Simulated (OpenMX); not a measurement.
SnSe under changes of volume

One of the cells (26.676 Å³/atom); the others are scaled copies at fixed shape and fractional positions:

```xyz
8
Lattice="11.4200 0.0000 0.0000 0.0000 4.1900 0.0000 0.0000 0.0000 4.4600" Properties=species:S:1:pos:R:3 pbc="T T T"
Sn   10.0153    3.1425    4.0541
Sn    7.1147    1.0475    1.8241
Sn    4.3053    3.1425    2.6359
Sn    1.4047    1.0475    0.4059
Se    7.3431    3.1425    4.3886
Se    9.7869    1.0475    2.1586
Se    1.6331    3.1425    2.3014
Se    4.0769    1.0475    0.0714
```

```yaml
Program: OpenMX 3.8.5
Functional: LDA
Potentials_or_basis: OpenMX 2013 LDA set, Sn7.0-s3p2d2, Se7.0-s3p2d2, fixed grid of 150 × 56 × 60 points
k_mesh: 3 × 7 × 7
Occupations: fermi-dirac, width 0.05 eV
Spin: no spin polarisation
```

| volume (Å³/atom) | energy over the lowest point (meV/atom) | gap on the mesh (eV) | largest force (eV/Å) |
| --- | --- | --- | --- |
| 25.076 | ? | ? | ? |
| 25.609 | 2.09 | 0.65 | 0.540 |
| 26.143 | 0.00 | 0.69 | 0.401 |
| 26.676 | 1.92 | 0.72 | 0.296 |
| 27.210 | 7.47 | 0.75 | 0.218 |
| 27.743 | 16.25 | 0.78 | 0.168 |
| 28.277 | 27.91 | 0.80 | 0.166 |

Task: What does the run at 25.076 Å³/atom give?

Result: Energy over the lowest point 8.70 meV/atom; gap on the mesh 0.59 eV; largest force 0.712 eV/Å.

Worked out: A Birch-Murnaghan fit of order 3 (a polynomial in V^(-2/3)) to the other rows has its minimum at 26.14 Å³/atom with B0 = V·E''(V) = 59 GPa and B' = 4.5 at fixed shape and positions, which overstates the stiffness. It gives 8.70 meV/atom at 25.076 Å³/atom, against the run's 8.70. A straight line through the other rows of the gap, of slope 1.52 eV per unit of ln V, extrapolates to 0.62 eV, against the run's 0.59. The fit is too stiff a form for this range.

Energies are extrapolated to zero smearing.

Caveats: the basis has few d functions beyond the semicore shells, which can make volumes several per cent too large; spin-orbit coupling is left out, which moves the levels of the heavy elements; an odd mesh through Γ misses points on the zone boundary, where band edges often lie; the basis of atomic orbitals isn't converged, which shifts pressures, moduli and gaps.
